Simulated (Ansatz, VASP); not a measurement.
Y in VASP and in Ansatz

```
CELL_PARAMETERS angstrom
3.26674 0.00000 0.00000
0.00000 3.26674 0.00000
0.00000 0.00000 3.26674
ATOMIC_POSITIONS crystal
Y 0.00000 0.00000 0.00000
```

This isn't the form of Y at room conditions, which is hcp.

Alike in both runs: task single point; functional PBE; k mesh 12 × 12 × 12; occupations tetrahedron; collinear spin.

|  | VASP | Ansatz |
| --- | --- | --- |
| version | VASP 6.6.1 | Ansatz 0.2.0 |
| potentials or method | VASP PAW PBE potentials, release 64 (Y_sv), cutoff 520 eV | all-electron LAPW, scalar-relativistic |

|  | VASP | Ansatz | Ansatz less VASP |
| --- | --- | --- | --- |
| gap on the k mesh at the Fermi level (eV) | none | none | - |
| pressure (GPa) | 0.2 | 0.3 | +0.05 |
| net moment per atom (μB) | 0.83 | 0.84 | +0.005 |
| size of the moment on the site where the two differ most (μB) | 0.59 | 0.63 | +0.037 |

Site moments also hang on the region over which each program counts them. A gap of «none» marks a metal or a gap that the smearing closes. Ansatz ran all-electron here, so the differences hold the error of VASP's frozen core and of both bases. Ansatz warned: «band_table_not_solved_further».

Caveats: tetrahedron occupations give inexact forces and stress in metals.
